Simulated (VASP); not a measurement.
Re:

```
CELL_PARAMETERS angstrom
0.00000 1.94430 1.94430
1.94430 0.00000 1.94430
1.94430 1.94430 0.00000
ATOMIC_POSITIONS crystal
Re 0.00000 0.00000 0.00000
```

This isn't the form of Re at room conditions, which is hcp.

```yaml
Program: VASP 6.6.1
Task: relaxation of cell and atoms
Functional: PBEsol
Potentials_or_basis: VASP PAW PBE potentials, release 64 (Re)
Cutoff: 300 eV
k_mesh: 18 × 18 × 18
Occupations: gaussian, width 0.1 eV
Spin: no spin polarisation
```

At the start: pressure -4.3 GPa; volume 14.70 Å³/atom.

Task: How do energy, volume and symmetry change on relaxing?

Result: Over 4 steps the energy falls by 2.2 meV/atom and the volume is 14.54 Å³/atom (-1.1 %); space group Fm-3m (No. 225, to 0.05 Å).

The path:
```csv
step,energy change (eV),largest force (eV/Å),pressure (GPa),volume (Å³)
1,0.0000,0.0000,-4.31,14.70
2,0.0403,0.0000,21.27,13.87
3,-0.0022,0.0000,-0.09,14.54
4,-0.0022,0.0000,-0.02,14.54
```

Final structure:
```xyz
1
Lattice="0.0000 1.9373 1.9373 1.9373 0.0000 1.9373 1.9373 1.9373 0.0000" Properties=species:S:1:pos:R:3 pbc="T T T"
Re    1.9373    0.0000    1.9373
```

Caveat: the PAW data sets were made with another functional, which shifts forces and pressure a little.
